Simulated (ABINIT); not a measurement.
Runs of ABINIT 10.8.3 (patched build) on CoO. It takes space group Fm-3m (No. 225, cubic). The conventional cell has a = 4.263 Å, b = 4.263 Å, c = 4.263 Å, α = 90.00°, β = 90.00°, γ = 90.00°. Co (site symmetry m-3m) has 6 O at 2.13 Å as nearest neighbours. O (site symmetry m-3m) is surrounded by 6 Co at 2.13 Å. 

```csv
task,level,potentials or basis,k mesh,cutoff (eV),bands in the sums,broadening (eV),scissor shift (eV),tensor components,stop of the response cycle (tolvrs),gap on the mesh (eV),pressure (GPa),moment (μB)
single point,LDA,PseudoDojo NC SR LDA v0.4 stringent,8 × 8 × 8,1306,-,-,-,-,-,none,(c),2.85
single point,PBEsol,PseudoDojo NC SR PBEsol v0.4.1 standard,8 × 8 × 8,1143,-,-,-,-,-,none,-13.5,2.97
optical spectrum,LDA,PseudoDojo NC SR LDA v0.4 stringent,"8 × 8 × 8, with 4 shifts",1306,18,0.15,0,[11],-,-,(a),(b)
phonons,PBEsol,PseudoDojo NC SR PBEsol v0.4.1 standard,"6 × 6 × 6, with 4 shifts",1143,-,-,-,-,1e-10,-,-13.2,2.99
```

Alike in all rows: spin collinear, ferromagnetic start; cell as given; smearing fermi-dirac 0.05 eV.

Problem. Fill in the values left out.

Solution. (a) -21.5; (b) 2.84; (c) -21.3.

Caveats: a cell with one magnetic atom can't hold antiferromagnetic order, which such compounds often take; so large a pressure means that the cell lies far from this level's equilibrium, or that cutoff or potentials fall short (some runs); semilocal functionals often make such compounds metallic where correlation or magnetic order opens a gap, which also shifts bond lengths (some runs); the intraband (Drude) term is left out (some runs); spectra need much finer meshes, so this one isn't converged (some runs); independent-particle spectra lack excitons (some runs); the mesh is coarse for a metal's response (some runs).

A gap of «none» marks a metal or a gap under the smearing width.

Runs at the PBE level aren't shown here.
